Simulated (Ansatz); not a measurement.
The system is SiNi3.

```
Ni Si
1.0
     3.54200    0.00000    0.00000
     0.00000    3.54200    0.00000
     0.00000    0.00000    3.54200
Ni Si
3 1
Direct
  0.50000 0.50000 0.00000
  0.50000 0.00000 0.50000
  0.00000 0.50000 0.50000
  0.00000 0.00000 0.00000
```

Base run:

* Program: Ansatz 0.2.0
* Functional: PBEsol
* Potentials or basis: Ansatz PAW
* Cutoff: 420 eV (not typed: the program's choice for these potentials)
* k mesh: 6 × 6 × 6
* Occupations: fermi-dirac, width 0.05 eV
* Spin: collinear spin, ferromagnetic start
* Starting moments: [0.5, 0.5, 0.5, 0.0] μB
* Fixed moment: 1.5 μB

Its results: pressure -11.8 GPa; site moments Ni +0.51; Si +0.02 μB.

Task: The run is repeated on the same cell with these changes: fixed moment from 1.5 μB to 2.2 μB; moments at the start from [0.5, 0.5, 0.5, 0.0] to [0.73, 0.73, 0.73, 0.0]. What comes out?

Result: Pressure -9.6 GPa; site moments Ni +0.71; Si +0.06 μB.

Caveats: the total moment is fixed, so each spin has its own Fermi level; the PAW data sets come from PBE, with cores solved anew for the run's functional, which leaves a small shift of forces and pressure; the thresholds are loose for stress.
